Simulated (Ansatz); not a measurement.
Input, command and steps of an Ansatz relaxation.

```yaml
crystal:
  lattice:
    - [0.0, -5.5117620964, -5.5117620964]
    - [-5.5117620964, -5.5117620964, 0.0]
    - [-5.5117620964, 0.0, -5.5117620964]
  atoms:
    - { symbol: Ca, position: [-0.0035034036, 0.5078224082, 0.4952144683] }
    - { symbol: Ca, position: [0.0035147841, 0.9966819354, 0.5003162608] }
    - { symbol: Ca, position: [0.0025065748, 0.5065565417, 1.0032886726] }
    - { symbol: Ca, position: [0.0024158624, 0.9964592111, 1.0009366137] }
    - { symbol: Ca, position: [0.503984987, 0.4917913868, 0.502585431] }
    - { symbol: Ca, position: [0.5017353008, 0.9966246859, 0.5003861289] }
    - { symbol: Ca, position: [0.4964813903, 0.5102833784, 0.9955320117] }
    - { symbol: Ca, position: [0.4970660104, 1.0044532865, 1.000999053] }
    - { symbol: F, position: [0.119768356, 0.1318535359, 0.1184070404] }
    - { symbol: F, position: [0.1263619898, 0.6249553567, 0.1246240434] }
    - { symbol: F, position: [0.1198512273, 0.1318184969, 0.6309239165] }
    - { symbol: F, position: [0.1552197811, 0.6108162198, 0.6167721041] }
    - { symbol: F, position: [0.6323701985, 0.131827287, 0.118205107] }
    - { symbol: F, position: [0.6151210613, 0.6176627361, 0.1519307328] }
    - { symbol: F, position: [0.6354426256, 0.1126930897, 0.6287645574] }
    - { symbol: F, position: [0.613933777, 0.6225065584, 0.6137884785] }
    - { symbol: F, position: [0.3752648764, 0.3686355974, 0.3737139636] }
    - { symbol: F, position: [0.3700358713, 0.8935989554, 0.3687075382] }
    - { symbol: F, position: [0.3751795038, 0.3686126443, 0.8831640317] }
    - { symbol: F, position: [0.3609404259, 0.8830284991, 0.8809439898] }
    - { symbol: F, position: [0.8846374744, 0.3687686287, 0.3738127283] }
    - { symbol: F, position: [0.8880953708, 0.8771882348, 0.3590378672] }
    - { symbol: F, position: [0.872110521, 0.3892831557, 0.8680256213] }
    - { symbol: F, position: [0.8844344913, 0.8759446177, 0.8788756232] }
    - { symbol: F, position: [0.7648403691, 0.7105471999, 0.7605823395] }
  host:
    lattice:
      - [0.0, 2.7558810482, 2.7558810482]
      - [2.7558810482, 0.0, 2.7558810482]
      - [2.7558810482, 2.7558810482, 0.0]
    atoms:
      - { symbol: Ca, position: [0.0, 0.0, 0.0] }
      - { symbol: F, position: [0.75, 0.75, 0.75] }
      - { symbol: F, position: [0.25, 0.25, 0.25] }
total_charge: -1
basis:
  ecutwfc: 420
  xc_grid: 2
kpoints:
  mp_grid: { grid: [2, 2, 2], shift: [0.0, 0.0, 0.0] }
hamiltonian:
  xc: pbe
scf:
  occupations: { method: gaussian, width: 0.01 }
output:
  forces: true
  stress: false
  eigenvalues: true
  charged_corrections:
    defect_position: [0.75, 0.75, 0.75]
    epsilon: [[8.7475, 0.0, 0.0], [0.0, 8.7475, 0.0], [0.0, 0.0, 8.7475]]
relax:
  adjacent_minimum: "off"
  f_tol: 0.025
  max_steps: 45
```

```bash
ansatz run input.yaml --threads 4 --pin off --max-ram 10240MiB --backend cpu --events-out ev --progress --plain --runs-dir out
```

All numbers below come from DFT PBE, scalar-relativistic, plane waves, PAW in Ansatz.

The cell holds a point defect: F interstitial, charge −1.

Of 4 frames 3 are shown, positions in Å and forces in eV/Å; the SCF threshold varies from step to step.

```xyz
25
Lattice="0.0000 -5.5118 -5.5118 -5.5118 -5.5118 0.0000 -5.5118 0.0000 -5.5118" Properties=species:S:1:pos:R:3:forces:R:3 pbc="T T T" step=1 free_energy_over_end_meV_per_atom=46.92
Ca   -5.5285   -2.7797   -2.7102   -1.3187    0.2692   -0.6244
Ca   -8.2511   -5.5128   -2.7770    0.0255    0.8990   -0.0691
Ca   -8.3219   -2.8058   -5.5437    0.5372    0.4911    1.5418
Ca  -11.0092   -5.5056   -5.5302   -0.4590   -0.4880    0.5184
Ca   -5.4808   -5.4885   -5.5480    0.2201    0.1566   -0.0325
Ca   -8.2512   -8.2586   -5.5235   -0.1131   -0.1261   -0.8280
Ca   -8.2997   -5.5490   -8.2236    0.3073   -1.3274   -0.5851
Ca  -11.0536   -8.2760   -8.2570    0.9945    0.0770   -0.1802
F    -1.3794   -1.3869   -1.3128   -0.1301   -0.1129   -0.3196
F    -4.1315   -4.1411   -1.3834    0.0756    0.0168   -0.0973
F    -4.2041   -1.3871   -4.1381    0.3676   -0.0404    0.0563
F    -6.7662   -4.2222   -4.2550    0.0312   -0.4955   -0.1210
F    -1.3781   -4.2121   -4.1370   -0.0414    0.3260    0.0366
F    -4.2418   -6.7948   -4.2278   -0.4273    0.0861   -0.1569
F    -4.0867   -4.1235   -6.9680   -0.6819   -0.5815    0.7635
F    -6.8142   -6.8150   -6.7669    0.2329    0.2440    0.4569
F    -4.0917   -4.1002   -4.1282    0.1055    0.0513   -0.0054
F    -6.9575   -6.9649   -4.0718   -0.0255   -0.0135    0.0353
F    -6.8995   -4.0996   -6.9357   -0.0514   -0.0484   -0.0587
F    -9.7226   -6.8565   -6.8450   -0.1389    0.2399    0.2356
F    -4.0929   -6.9085   -6.9363   -0.0054   -0.0102   -0.0403
F    -6.8138   -9.7298   -6.8739    0.1812   -0.1579    0.3407
F    -6.9300   -6.9525   -9.5912    2.0767    2.1978   -2.1393
F    -9.6722   -9.7028   -9.7189   -0.3150   -0.2432   -0.2514
F    -8.1085   -8.1320   -8.4078   -1.4473   -1.4097    1.5239
25
Lattice="0.0000 -5.5118 -5.5118 -5.5118 -5.5118 0.0000 -5.5118 0.0000 -5.5118" Properties=species:S:1:pos:R:3:forces:R:3 pbc="T T T" step=2 free_energy_over_end_meV_per_atom=4.34
Ca   -5.6124   -2.7591   -2.7548   -0.1162   -0.0004   -0.0809
Ca   -8.2568   -5.4519   -2.7728    0.0390    0.0189   -0.0767
Ca   -8.2863   -2.7743   -5.4478    0.1088    0.0773    0.2115
Ca  -11.0285   -5.5275   -5.5101   -0.0144   -0.0230    0.0504
Ca   -5.4726   -5.4838   -5.5437    0.0950    0.0547   -0.1373
Ca   -8.2596   -8.2670   -5.5782    0.0134   -0.0159   -0.0388
Ca   -8.2747   -5.6333   -8.2667    0.0319   -0.1129   -0.0620
Ca  -10.9886   -8.2755   -8.2632    0.0948    0.0473   -0.1485
F    -1.3904   -1.3987   -1.3502   -0.0327   -0.0192   -0.1048
F    -4.1132   -4.1286   -1.3937    0.0005   -0.0296   -0.0462
F    -4.1632   -1.3920   -4.1318    0.1202   -0.0091    0.0022
F    -6.7705   -4.2668   -4.2597   -0.1879    0.1084    0.1664
F    -1.3819   -4.1745   -4.1333   -0.0010    0.1212   -0.0157
F    -4.2776   -6.7940   -4.2372    0.1269   -0.1509    0.1214
F    -4.1511   -4.1789   -6.8977   -0.2417   -0.1812    0.3084
F    -6.7983   -6.7993   -6.7314   -0.0465   -0.0531   -0.1254
F    -4.0789   -4.0937   -4.1233   -0.0606   -0.0715   -0.0925
F    -6.9682   -6.9711   -4.0639    0.0658    0.0655   -0.0195
F    -6.9087   -4.0975   -6.9475    0.0767   -0.0909    0.0591
F    -9.7331   -6.8338   -6.8254    0.0434   -0.0335   -0.0093
F    -4.0907   -6.9224   -6.9428   -0.0738    0.0944    0.0621
F    -6.7969   -9.7416   -6.8442   -0.0837    0.0518    0.0456
F    -6.8224   -6.8354   -9.7039    0.3354    0.3828   -0.4106
F    -9.6994   -9.7232   -9.7407   -0.0306    0.0283    0.0891
F    -8.1626   -8.1817   -8.3470   -0.2626   -0.2592    0.2517
25
Lattice="0.0000 -5.5118 -5.5118 -5.5118 -5.5118 0.0000 -5.5118 0.0000 -5.5118" Properties=species:S:1:pos:R:3:forces:R:3 pbc="T T T" step=4 free_energy_over_end_meV_per_atom=0.00
Ca   -5.6031   -2.7618   -2.7662    0.0085   -0.0013    0.0002
Ca   -8.2634   -5.4371   -2.7666    0.0010   -0.0011   -0.0004
Ca   -8.2634   -2.7619   -5.4296   -0.0009   -0.0008   -0.0052
Ca  -11.0161   -5.5157   -5.5236   -0.0030   -0.0005    0.0012
Ca   -5.5039   -5.5148   -5.5240    0.0033    0.0026   -0.0047
Ca   -8.2638   -8.2746   -5.6063    0.0022    0.0016    0.0054
Ca   -8.2634   -5.6131   -8.2780   -0.0011    0.0070    0.0008
Ca  -10.9395   -8.2745   -8.2775   -0.0008    0.0017   -0.0036
F    -1.3936   -1.4032   -1.4022   -0.0012   -0.0013   -0.0065
F    -4.1114   -4.1234   -1.4025    0.0032    0.0029   -0.0043
F    -4.1124   -1.4019   -4.1286    0.0072   -0.0029    0.0018
F    -6.8046   -4.2256   -4.2287   -0.0069    0.0058    0.0070
F    -1.3927   -4.1240   -4.1284   -0.0009    0.0082    0.0003
F    -4.2154   -6.8153   -4.2271    0.0084   -0.0054    0.0044
F    -4.2042   -4.2159   -6.8238   -0.0078   -0.0070    0.0089
F    -6.8043   -6.8137   -6.8095   -0.0038   -0.0043   -0.0094
F    -4.1115   -4.1215   -4.1250   -0.0032   -0.0029   -0.0003
F    -6.9060   -6.9167   -4.1200    0.0035    0.0020   -0.0038
F    -6.9016   -4.1218   -6.9214    0.0001   -0.0024    0.0024
F    -9.7245   -6.8193   -6.8215    0.0026    0.0019   -0.0009
F    -4.1121   -6.9130   -6.9211   -0.0027   -0.0009    0.0028
F    -6.8064   -9.7343   -6.8216   -0.0002    0.0014    0.0010
F    -6.8000   -6.8113   -9.7391    0.0050    0.0067   -0.0053
F    -9.7218   -9.7315   -9.7306   -0.0001    0.0005   -0.0010
F    -8.2471   -8.2593   -8.2879   -0.0122   -0.0113    0.0090
```

The run took 38 s on 4 threads of Intel(R) Xeon(R) Processor @ 2.50GHz (Skylake/Cascade Lake), with other jobs on the host, peak memory 1.2 GiB.